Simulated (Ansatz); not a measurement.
Point defect: Mo interstitial in Te₂Mo

Method: DFT PBE+D3(BJ), scalar-relativistic, plane waves, PAW in Ansatz 0.2.0. (420 eV cutoff, 2×2×2 k-mesh, shifted by half a step, Gaussian smearing of 0.01 eV, collinear spin)

Host crystal, relaxed:

```xyz
3
Lattice="3.4952 0.0000 0.0000 -1.7476 3.0270 0.0000 0.0000 0.0000 7.6244" Properties=species:S:1:pos:R:3 pbc="T T T"
Te    0.0000    2.0180    5.8053
Te    0.0000    2.0180    1.8191
Mo    0.0000    0.0000    0.0000
```

Supercell of 36 atoms, rows in host cell vectors: -2 0 -1; 2 2 -1; 0 -2 -1. Atoms relax at the host's cell from a start displaced at random by 0.06 Å near the defect, so other minima may exist. The cell is small, so energies carry finite-size errors of tenths of an eV. The host's Kohn–Sham gap is 0.87 eV. Atoms are taken from and returned to the elements' standard states. Charged cells are corrected for image charges with the computed static dielectric tensor (mean 15.4) and aligned with the host's potential at far atoms (alignment terms reach 0.97 eV; the program doubts the alignment in some charges, where it is up to 0.97 eV). No band-filling term is added, and the Fermi level counts from the host's valence band top.

Spin-orbit coupling is left out, which matters for the bands and energies of heavy elements. Starting moments were lost in some runs.

Defect: Mo interstitial at (0.000, 0.000, 0.500) of the host cell.

(1) What is the formation energy of the neutral defect?

(2) Does the neutral defect carry a moment, and how do its surroundings relax?

(3) Charges +3, +2, +1, 0 were computed. Which is stable where in the gap?

Results:

(1) 3.38 eV.

(2) It adds no moment. The nearest neighbours before are 6 Te at 2.84 Å; after relaxation the atoms near the site are 1 Te at 2.78 Å, 5 Te at 2.79 Å; the largest move is 0.23 Å.

(3) Among the charges computed the stable one is +2 at the valence band top, changing to +1 at 0.11 eV, changing to 0 at 0.61 eV. In charge +3 the extra carrier would gain by moving to a band edge of the host, so it isn't bound in the gap, though by less than the errors named above. Without the alignment that the program doubts, the level (+3/+2) would lie at 0.67 eV, inside the gap, so these runs don't decide whether the defect changes charge there. Without the alignment that the program doubts, the level (+2/+1) would lie at -0.23 eV, outside the gap, so these runs don't decide whether the defect changes charge there. Without the alignment that the program doubts, the level (+1/0) would lie at 0.95 eV, outside the gap, so these runs don't decide whether the defect changes charge there. Other sites of the defect weren't tried. Levels between neighbouring charges: (+3/+2) -0.30 eV, (+2/+1) 0.11 eV, (+1/0) 0.61 eV.